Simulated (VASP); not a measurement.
A run of VASP 6.6.1 is set up as follows.

File INCAR:

```
PREC     = Accurate       # precision mode
ENCUT    = 520            # plane-wave cutoff, eV
EDIFF    = 1E-7           # SCF threshold, eV
ISMEAR   = 0              # smearing method
SIGMA    = 0.1            # smearing width, eV
LREAL    = F              # projectors in reciprocal space
LASPH    = T              # aspherical terms in the spheres
NELM     = 120            # most SCF steps
ALGO     = Normal         # electronic algorithm
ISIF     = 3              # what is computed and relaxed
LWAVE    = F              # write WAVECAR
LCHARG   = F              # write CHGCAR
GGA      = PE             # functional
IBRION   = 2              # ionic algorithm
NSW      = 60             # ionic steps
EDIFFG   = -0.005         # ionic threshold
POTIM    = 0.3            # step
```

KPOINTS

```
Automatic mesh
0
Gamma
  12 12 12
```

Contents of POSCAR:

```
Sn                                      
1.0
    0.0000000000      3.3261186371      3.3261186371
    3.3261186371     -0.0000000000      3.3261186371
    3.3261186371      3.3261186371     -0.0000000000
  Sn            
     2
Direct
     0.5000000000000000    0.5000000000000000    0.5000000000000000
     0.7500000000000000    0.7500000000000000    0.7500000000000000
```

Potentials or basis: VASP PAW PBE potentials, release 64 (Sn_d).

The run is started by

```console
$ cat potpaw_PBE.64/Sn_d/POTCAR > POTCAR
$ mpirun -np 1 vasp_std > vasp.out
```

Task: Predict the band gap on the k mesh.

Result: None (metal or under the smearing width).

Final structure:
```
CELL_PARAMETERS angstrom
0.00000 3.32612 3.32612
3.32612 0.00000 3.32612
3.32612 3.32612 0.00000
ATOMIC_POSITIONS crystal
Sn 0.50000 0.50000 0.50000
Sn 0.75000 0.75000 0.75000
```

Caveat: the relaxation stopped at its first step, so nothing moved.
